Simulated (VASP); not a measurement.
# TiTe2 (P-3m1) in VASP: a series of runs, part 2 of 2

VASP 6.6.1.

**4. Single point, HSE06**

File POSCAR:

```
TiTe2
1.0
    3.7770000000      0.0000000000      0.0000000000
   -1.8885000000      3.2709779501      0.0000000000
    0.0000000000      0.0000000000      6.4980000000
Te Ti
2 1
Direct
    0.3333333333      0.6666666667      0.7372000000
    0.6666666667      0.3333333333      0.2628000000
    0.0000000000      0.0000000000      0.0000000000
```

File INCAR.step1:

```
PREC = Accurate
ENCUT = 400
EDIFF = 1E-5
ISMEAR = 0
SIGMA = 0.01
LREAL = False
LASPH = True
NELM = 100
ALGO = Normal
ISIF = 2
LWAVE = True
LCHARG = False
NKRED = 1
NBANDS = 20
GGA = PE
```

File INCAR.step2:

```
PREC = Accurate
ENCUT = 400
EDIFF = 1E-6
ISMEAR = 0
SIGMA = 0.01
LREAL = False
LASPH = True
NELM = 100
ALGO = Normal
ISIF = 2
LWAVE = False
LCHARG = False
GGA = PE
LHFCALC = True
HFSCREEN = 0.2
PRECFOCK = Fast
NKRED = 1
NBANDS = 20
ISTART = 1
```

File KPOINTS:

```
Automatic mesh
0
Gamma
  4 4 2
```

Potentials or basis: VASP PAW PBE potentials, release 64 (Te, Ti_sv).

Run with:

```sh
cat potpaw_PBE.64/Te/POTCAR potpaw_PBE.64/Ti_sv/POTCAR > POTCAR
cp INCAR.step1 INCAR
mpirun -np 1 vasp_std > vasp.out
cp INCAR.step2 INCAR
mpirun -np 1 vasp_std > vasp.out
```

OUTCAR:

```text
PREC = Accurate
   ENCUT = 400
   EDIFF = 1E-6
   ISMEAR = 0
   LREAL = False
   LASPH = True
   NELM = 100
   ISIF = 2
   GGA = PE
   LHFCALC = True
   HFSCREEN = 0.2
   PRECFOCK = Fast
   NKRED = 1
   ISTART = 1

 Found      8 irreducible k-points:

 Following reciprocal coordinates:
            Coordinates               Weight
  0.000000  0.000000  0.000000      1.000000
  0.250000  0.000000  0.000000      6.000000
  0.500000  0.000000  0.000000      3.000000
  0.250000  0.250000  0.000000      6.000000
  0.000000  0.000000  0.500000      1.000000
  0.250000  0.000000  0.500000      6.000000
   k-points           NKPTS =      8   k-points in BZ     NKDIM =     32   number of bands    NBANDS=     20
   number of dos      NEDOS =    301   number of ions     NIONS =      3
   total plane-waves  NPLWV =  32928
   dimension x,y,z NGX =    28 NGY =   28 NGZ =   42
   dimension x,y,z NGXF=    56 NGYF=   56 NGZF=   84
   ions per type =               2   1
   NGX,Y,Z   is equivalent  to a cutoff of  12.32, 12.32, 10.75 a.u.
   NGXF,Y,Z  is equivalent  to a cutoff of  24.65, 24.65, 21.49 a.u.
 SYSTEM =  unknown system
   PREC   = accura    normal or accurate (medium, high low for compatibility)
   ISTART =      1    job   : 0-new  1-cont  2-samecut
   ICHARG =      0    charge: 1-file 2-atom 10-const
   ISPIN  =      1    spin polarized calculation?
   LNONCOLLINEAR =      F non collinear calculations
   LSORBIT =      F    spin-orbit coupling
   LASPH  =      T    aspherical Exc in radial PAW
   ENCUT  =  400.0 eV  29.40 Ry    5.42 a.u.   6.16  6.16 10.60*2*pi/ulx,y,z
   NELM   =    100;   NELMIN=  2; NELMDL=  0     # of ELM steps
   EDIFF  = 0.1E-05   stopping-criterion for ELM
   LREAL  =      F    real-space projection
   EDIFFG = 0.1E-04   stopping-criterion for IOM
   NSW    =      0    number of steps for IOM
   IBRION =     -1    ionic relax: 0-MD 1-quasi-New 2-CG
   NFREE  =      0    steps in history (QN), initial steepest desc. (CG)
   ISIF   =      2    stress and relaxation
   ISYM   =      3    0-nonsym 1-usesym 2-fastsym
   POTIM  = 0.5000    time-step for ionic-motion
   TEBEG  =    0.0;   TEEND  =   0.0 temperature during run
   PSTRESS=    0.0 pullay stress
   NELECT =      24.0000    total number of electrons
   NUPDOWN=      -1.0000    fix difference up-down
   EMIN   =  10.00;   EMAX   =-10.00  energy-range for DOS
   EFERMI =   0.00;   METHOD = LEGACY
   ISMEAR =     0;   SIGMA  =   0.01  broadening in eV -4-tet -1-fermi 0-gaus
   EFERMI_NEDOS =   21; number of points for ismear=-14 and -15
   IALGO  =     38    algorithm
   IMIX   =      1    mixing-type and parameters
     AMIX     =   0.40;   BMIX     =  1.00
     AMIX_MAG =   1.60;   BMIX_MAG =  1.00
  volume/ion in A,a.u.               =      26.76       180.58
  Fermi-wavevector in a.u.,A,eV,Ry     =   1.094655  2.068597 16.303438  1.198269
  Thomas-Fermi vector in A             =   2.230964
   LORBIT       =      0    0 simple, 1 ext, 2 COOP (PROOUT), +10 PAW based schemes
   GGA     = PE    functional components
   LHFCALC =     T    Hartree Fock is set to
   PRECFOCK=fast      Normal, Fast or Accurate (Low or Medium for compatibility)
   ENCUT4O =  -1.0   cutoff for four orbital integrals eV
   NKREDX  =     1    reduce k-point grid by
   NKREDY  =     1    reduce k-point grid by
   NKREDZ  =     1    reduce k-point grid by
   AEXX    =    0.2500 exact exchange contribution
   HFSCREEN=    0.2000 screening length (either q_TF or 0.3 A-1)
   HFSCREENC=   0.2000 screening length for correlation (either q_TF or 0.3 A-1)
   ENCUTFOCK=  -1.0 apply spherical cutoff to Coloumb kernel
   IVDW    =     0    specifies the selected vdW correction
   LEPSILON=     F    determine dielectric tensor
   LRPA    =     F    only Hartree local field effects (RPA)
 non-spin polarized calculation
 Gauss-broadening in eV      SIGMA  =   0.01
  energy-cutoff  :      400.00
  volume of cell :       80.28
 maximum number of plane-waves:      1485
 NGX is ok and might be reduce to    28
  NGX = 14; NGY = 14; NGZ = 24

 number of electron      24.0000000 magnetization

 Free energy of the ion-electron system (eV)
  ---------------------------------------------------
  ext. energy  EPLUGINS =         0.00000000
  ---------------------------------------------------
  free energy    TOTEN  =       -19.84786947 eV

  energy without entropy =      -19.84738740  energy(sigma->0) =      -19.84762843

 E-fermi :   6.9509     XC(G=0):  -8.1827

 val. band max:        6.9478752307   @ k =   0.5000   0.0000   0.0000
 cond. band min:       7.1866942315   @ k =   0.0000   0.0000   0.0000
 fundamental gap:      0.2388190008
 Fermi energy:         6.9509209326

 k-point     1 :       0.0000    0.0000    0.0000
  band No.  band energies     occupation
      1     -55.9018      2.00000
      2     -30.5056      2.00000
      3     -30.5056      2.00000
      4     -30.4912      2.00000
      5      -7.1814      2.00000
      6      -5.4720      2.00000
[... 12 lines left out ...]
     19      13.0591      0.00000
[... 99 lines left out ...]
      4     -30.4866      2.00000
      5      -5.9484      2.00000
      6      -5.8093      2.00000
[... 12 lines left out ...]
     19      13.3952      0.00000
     20      14.8618      0.00000

 [... further k-points ...]
[... 5 lines left out ...]
  --------------------------------------------------------------------------------------
  -------------------------------------------------------------------------------------
  Total       -0.5730478     -0.5730478     -0.3655873      0.0000000      0.0000000     -0.0000000
  in kB      -11.4366054    -11.4366054     -7.2962104      0.0000000      0.0000000     -0.0000000
  external PRESSURE =     -10.0564737 kB  Pullay stress =       0.0000000 kB

 VOLUME and BASIS-vectors are now :
 -----------------------------------------------------------------------------
  energy-cutoff  :      400.00
  volume of cell :       80.28
      direct lattice vectors                 reciprocal lattice vectors
     3.777000000  0.000000000  0.000000000     0.264760392  0.152859484  0.000000000
    -1.888500000  3.270977950  0.000000000     0.000000000  0.305718967  0.000000000
     0.000000000  0.000000000  6.498000000     0.000000000  0.000000000  0.153893506

 POSITION                                       TOTAL-FORCE (eV/Angst)
 -----------------------------------------------------------------------------------
     -0.00000      2.18065      4.79033        -0.000000      0.000000      0.278490
      1.88850      1.09033      1.70767         0.000000     -0.000000     -0.278490
      0.00000      0.00000      0.00000        -0.000000      0.000000      0.000000
 -----------------------------------------------------------------------------------
    total drift:                               -0.000000      0.000000     -0.000000

  FREE ENERGIE OF THE ION-ELECTRON SYSTEM (eV)
  ---------------------------------------------------
  free  energy   TOTEN  =       -19.8478694690 eV

  energy  without entropy=      -19.8473873992  energy(sigma->0) =      -19.84762843
```

OUTCAR.step1:

```text
PREC = Accurate
   ENCUT = 400
   EDIFF = 1E-5
   ISMEAR = 0
   LREAL = False
[... 252 lines left out ...]
     -0.00000      2.18065      4.79033         0.000000      0.000000     -0.014598
      1.88850      1.09033      1.70767        -0.000000     -0.000000      0.014598
      0.00000      0.00000      0.00000        -0.000000      0.000000      0.000000
 -----------------------------------------------------------------------------------
    total drift:                                0.000000     -0.000000      0.000000

  FREE ENERGIE OF THE ION-ELECTRON SYSTEM (eV)
  ---------------------------------------------------
  free  energy   TOTEN  =       -16.1493956758 eV

  energy  without entropy=      -16.1489136060  energy(sigma->0) =      -16.14915464
```

OSZICAR.step1:

```text
N       E                     dE             d eps       ncg     rms          rms(c)
DAV:   1     0.160606272788E+03    0.16061E+03   -0.92675E+03   320   0.929E+02
DAV:   2    -0.396281297113E+01   -0.16457E+03   -0.15925E+03   344   0.261E+02
DAV:   3    -0.178565488469E+02   -0.13894E+02   -0.13663E+02   488   0.732E+01
DAV:   4    -0.183131009766E+02   -0.45655E+00   -0.45502E+00   416   0.126E+01
DAV:   5    -0.183269233617E+02   -0.13822E-01   -0.13821E-01   424   0.219E+00    0.120E+01
DAV:   6    -0.187733818287E+02   -0.44646E+00   -0.37267E+01   336   0.356E+01    0.152E+01
DAV:   7    -0.164043604766E+02    0.23690E+01   -0.31982E+01   348   0.309E+01    0.544E+00
DAV:   8    -0.161529662024E+02    0.25139E+00   -0.11913E+00   364   0.761E+00    0.170E+00
DAV:   9    -0.161630928091E+02   -0.10127E-01   -0.26045E-01   436   0.309E+00    0.142E+00
DAV:  10    -0.161521104041E+02    0.10982E-01   -0.18521E-01   344   0.302E+00    0.710E-01
DAV:  11    -0.161494099882E+02    0.27004E-02   -0.17889E-02   356   0.984E-01    0.246E-01
DAV:  12    -0.161494528803E+02   -0.42892E-04   -0.76173E-04   384   0.201E-01    0.180E-01
DAV:  13    -0.161493916985E+02    0.61182E-04   -0.30585E-04   420   0.133E-01    0.136E-02
DAV:  14    -0.161493956758E+02   -0.39773E-05   -0.17398E-05   308   0.413E-02
   1 F= -.16149396E+02 E0= -.16149155E+02  d E =-.482070E-03
```

It took 2 min on 1 thread of Intel Xeon 6975P-C (Granite Rapids), shared host; peak memory 0.28 GiB.

The run converged, but some of its settings lie outside the range that counts as converged, so its numbers aren't taken as properties of the crystal.

What came out:

```
Free energy            : -19.8479 eV
Pressure               : -1.0 GPa
Largest force          : 0.278 eV/Å
Band gap on the k mesh : none (metal or under the smearing width)
```

Caveat: the k mesh is coarse (spacing up to 0.48 Å⁻¹), so the values aren't converged, least of all with exact exchange; the PAW data sets were made with another functional, which shifts forces and pressure a little; this functional lacks dispersion, which binds the layers, so the pressure and a relaxed spacing across them are unreliable.

**5. Single point, HSE06**

POSCAR is that of step 4.

INCAR.step1 is that of step 4.

INCAR.step2 is that of step 4.

File KPOINTS:

```
Automatic mesh
0
Gamma
  5 5 3
```

Potentials or basis: VASP PAW PBE potentials, release 64 (Te, Ti_sv).

Run with:

```sh
cat potpaw_PBE.64/Te/POTCAR potpaw_PBE.64/Ti_sv/POTCAR > POTCAR
cp INCAR.step1 INCAR
mpirun -np 1 vasp_std > vasp.out
cp INCAR.step2 INCAR
mpirun -np 1 vasp_std > vasp.out
```

OUTCAR:

```text
PREC = Accurate
   ENCUT = 400
   EDIFF = 1E-6
   ISMEAR = 0
   LREAL = False
   LASPH = True
   NELM = 100
   ISIF = 2
   GGA = PE
   LHFCALC = True
   HFSCREEN = 0.2
   PRECFOCK = Fast
   NKRED = 1
   ISTART = 1

 Found     12 irreducible k-points:

 Following reciprocal coordinates:
            Coordinates               Weight
  0.000000  0.000000  0.000000      1.000000
  0.200000  0.000000  0.000000      6.000000
  0.400000  0.000000  0.000000      6.000000
  0.200000  0.200000  0.000000      6.000000
  0.400000  0.200000  0.000000      6.000000
  0.000000  0.000000  0.333333      2.000000
   k-points           NKPTS =     12   k-points in BZ     NKDIM =     75   number of bands    NBANDS=     20
   number of dos      NEDOS =    301   number of ions     NIONS =      3
   total plane-waves  NPLWV =  32928
   dimension x,y,z NGX =    28 NGY =   28 NGZ =   42
   dimension x,y,z NGXF=    56 NGYF=   56 NGZF=   84
   ions per type =               2   1
   NGX,Y,Z   is equivalent  to a cutoff of  12.32, 12.32, 10.75 a.u.
   NGXF,Y,Z  is equivalent  to a cutoff of  24.65, 24.65, 21.49 a.u.
 SYSTEM =  unknown system
   PREC   = accura    normal or accurate (medium, high low for compatibility)
   ISTART =      1    job   : 0-new  1-cont  2-samecut
   ICHARG =      0    charge: 1-file 2-atom 10-const
[... 58 lines left out ...]
  ext. energy  EPLUGINS =         0.00000000
  ---------------------------------------------------
  free energy    TOTEN  =       -19.90086430 eV

  energy without entropy =      -19.90058162  energy(sigma->0) =      -19.90072296

 E-fermi :   6.9833     XC(G=0):  -8.1812

 val. band max:        6.7731036419   @ k =   0.4000   0.0000   0.3333
 cond. band min:       6.9901551483   @ k =   0.0000   0.4000   0.3333
 fundamental gap:      0.2170515064
 Fermi energy:         6.9833144429

 k-point     1 :       0.0000    0.0000    0.0000
  band No.  band energies     occupation
      1     -55.9621      2.00000
      2     -30.5628      2.00000
      3     -30.5628      2.00000
      4     -30.5477      2.00000
      5      -7.1726      2.00000
      6      -5.4634      2.00000
[... 127 lines left out ...]
     19      14.2852      0.00000
     20      14.9176      0.00000

 [... further k-points ...]
[... 5 lines left out ...]
  --------------------------------------------------------------------------------------
  -------------------------------------------------------------------------------------
  Total       -0.4728839     -0.4728839     -0.3085567      0.0000000      0.0000000     -0.0000000
  in kB       -9.4375840     -9.4375840     -6.1580222      0.0000000      0.0000000     -0.0000000
  external PRESSURE =      -8.3443968 kB  Pullay stress =       0.0000000 kB

 VOLUME and BASIS-vectors are now :
 -----------------------------------------------------------------------------
  energy-cutoff  :      400.00
  volume of cell :       80.28
      direct lattice vectors                 reciprocal lattice vectors
     3.777000000  0.000000000  0.000000000     0.264760392  0.152859484  0.000000000
    -1.888500000  3.270977950  0.000000000     0.000000000  0.305718967  0.000000000
     0.000000000  0.000000000  6.498000000     0.000000000  0.000000000  0.153893506

 POSITION                                       TOTAL-FORCE (eV/Angst)
 -----------------------------------------------------------------------------------
     -0.00000      2.18065      4.79033        -0.000000      0.000000      0.318104
      1.88850      1.09033      1.70767         0.000000     -0.000000     -0.318104
      0.00000      0.00000      0.00000         0.000000     -0.000000      0.000000
 -----------------------------------------------------------------------------------
    total drift:                                0.000000     -0.000000      0.000000

  FREE ENERGIE OF THE ION-ELECTRON SYSTEM (eV)
  ---------------------------------------------------
  free  energy   TOTEN  =       -19.9008642951 eV

  energy  without entropy=      -19.9005816207  energy(sigma->0) =      -19.90072296
```

OUTCAR.step1:

```text
PREC = Accurate
   ENCUT = 400
   EDIFF = 1E-5
   ISMEAR = 0
   LREAL = False
[... 252 lines left out ...]
     -0.00000      2.18065      4.79033        -0.000000     -0.000000     -0.000295
      1.88850      1.09033      1.70767         0.000000      0.000000      0.000295
      0.00000      0.00000      0.00000        -0.000000      0.000000      0.000000
 -----------------------------------------------------------------------------------
    total drift:                                0.000000     -0.000000     -0.000000

  FREE ENERGIE OF THE ION-ELECTRON SYSTEM (eV)
  ---------------------------------------------------
  free  energy   TOTEN  =       -16.1809095783 eV

  energy  without entropy=      -16.1806253151  energy(sigma->0) =      -16.18076745
```

OSZICAR.step1:

```text
N       E                     dE             d eps       ncg     rms          rms(c)
DAV:   1     0.155977518115E+03    0.15598E+03   -0.92725E+03   480   0.917E+02
DAV:   2    -0.608198780457E+01   -0.16206E+03   -0.15692E+03   516   0.260E+02
DAV:   3    -0.181043167479E+02   -0.12022E+02   -0.11809E+02   752   0.710E+01
DAV:   4    -0.184004582249E+02   -0.29614E+00   -0.29518E+00   600   0.106E+01
DAV:   5    -0.184124958976E+02   -0.12038E-01   -0.12036E-01   668   0.209E+00    0.121E+01
DAV:   6    -0.187264826979E+02   -0.31399E+00   -0.38548E+01   512   0.358E+01    0.147E+01
DAV:   7    -0.164428583355E+02    0.22836E+01   -0.32921E+01   572   0.310E+01    0.551E+00
DAV:   8    -0.161802598191E+02    0.26260E+00   -0.13669E+00   576   0.790E+00    0.155E+00
DAV:   9    -0.161971894177E+02   -0.16930E-01   -0.22979E-01   648   0.280E+00    0.145E+00
DAV:  10    -0.161846944165E+02    0.12495E-01   -0.24172E-01   540   0.314E+00    0.722E-01
DAV:  11    -0.161809454427E+02    0.37490E-02   -0.26918E-02   524   0.112E+00    0.262E-01
DAV:  12    -0.161810616158E+02   -0.11617E-03   -0.17760E-03   576   0.284E-01    0.210E-01
DAV:  13    -0.161809132192E+02    0.14840E-03   -0.49391E-04   552   0.151E-01    0.375E-02
DAV:  14    -0.161809095783E+02    0.36409E-05   -0.19502E-05   468   0.278E-02
   1 F= -.16180910E+02 E0= -.16180767E+02  d E =-.284263E-03
```

Wall time 6.7 min (1 thread of Intel Xeon 6975P-C (Granite Rapids), shared host); peak memory 0.28 GiB.

The run converged, but some of its settings lie outside the range that counts as converged, so its numbers aren't taken as properties of the crystal.

What came out:

```
Free energy            : -19.9009 eV
Pressure               : -0.8 GPa
Largest force          : 0.318 eV/Å
Band gap on the k mesh : none (metal or under the smearing width)
```

Caveat: the k mesh is coarse (spacing up to 0.38 Å⁻¹), so the values aren't converged, least of all with exact exchange; the PAW data sets were made with another functional, which shifts forces and pressure a little; this functional lacks dispersion, which binds the layers, so the pressure and a relaxed spacing across them are unreliable.

**6. For comparison**

An earlier run on the cell as given: functional PBE; potentials or basis VASP PAW PBE potentials, release 64 (Te, Ti_sv); cutoff 520 eV; k mesh 8 × 8 × 4; occupations fermi-dirac, width 0.05 eV; no spin polarisation.

* Pressure: 0.9 GPa
* Largest force: 0.022 eV/Å
* Band gap on the k mesh: none (metal or under the smearing width)
